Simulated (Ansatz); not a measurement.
# FeGe: the cost of one run

Program: Ansatz 0.2.0. Level of theory: DFT PBE, scalar-relativistic, plane waves, PAW. These are calculated values, not measurements.

## 1. The system as given

Symmetry: P6/mmm, No. 191, hexagonal system. Conventional cell: a = 4.958 Å, b = 4.958 Å, c = 4.058 Å, α = 90.00°, β = 90.00°, γ = 120.00°. Fe (site symmetry mmm) has 4 Fe at 2.48 Å and 6 Ge at 2.48 Å as nearest neighbours. Around Ge (site symmetry 6/mmm) lie 6 Fe at 2.48 Å. Ge (site symmetry -6m2) has 6 Fe at 2.48 Å as nearest neighbours.

Structure file:

```xyz
6
Lattice="4.9576 0.0000 0.0000 -2.4788 4.2934 0.0000 0.0000 0.0000 4.0582" Properties=species:S:1:pos:R:3 pbc="T T T"
Fe    2.4788    0.0000    0.0000
Fe    1.2394    2.1467    0.0000
Fe   -1.2394    2.1467    0.0000
Ge    0.0000    0.0000    0.0000
Ge    0.0000    2.8623    2.0291
Ge    2.4788    1.4311    2.0291
```

This cell comes from an earlier session at PBE: 14.397 Å³/atom at 0.00 GPa, on a 10×10×10 mesh.

## 2. Ferromagnetic, larger cell

The input, input.yaml:

```yaml
crystal:
  lattice:
    - [4.9576260621, 0.0, 0.0]
    - [-2.4788130311, 4.2934301123, 0.0]
    - [0.0, 0.0, 8.1164082292]
  atoms:
    - { symbol: Fe, position: [0.5, 0.0, 0.0], spin: 2.5 }
    - { symbol: Fe, position: [0.5, 0.5, 0.0], spin: 2.5 }
    - { symbol: Fe, position: [0.0, 0.5, 0.0], spin: 2.5 }
    - { symbol: Ge, position: [0.0, 0.0, 0.0] }
    - { symbol: Ge, position: [0.3333333333, 0.6666666667, 0.25] }
    - { symbol: Ge, position: [0.6666666667, 0.3333333333, 0.25] }
    - { symbol: Fe, position: [0.5, 0.0, 0.5], spin: 2.5 }
    - { symbol: Fe, position: [0.5, 0.5, 0.5], spin: 2.5 }
    - { symbol: Fe, position: [0.0, 0.5, 0.5], spin: 2.5 }
    - { symbol: Ge, position: [0.0, 0.0, 0.5] }
    - { symbol: Ge, position: [0.3333333333, 0.6666666667, 0.75] }
    - { symbol: Ge, position: [0.6666666667, 0.3333333333, 0.75] }
basis:
  ecutwfc: 420
  ecutrho_ratio: 4
kpoints:
  mp_grid: { grid: [8, 8, 4] }
hamiltonian:
  xc: pbe
scf:
  occupations: { method: gaussian, width: 0.05 }
  lower_state_search: "off"
output:
  forces: true
  stress: true
  eigenvalues: true
  populations: true
magnetization:
  spin_polarized: true
```

On the command line:

```bash
> ansatz run input.yaml --threads 4 --pin off --max-ram 10240MiB --backend cpu --events-out ev --progress --plain --runs-dir out
```

Q: Estimate wall time and peak memory on 4 threads of Arm Neoverse V1, shared host.

About 43 s, with a peak of 1.3 GiB.
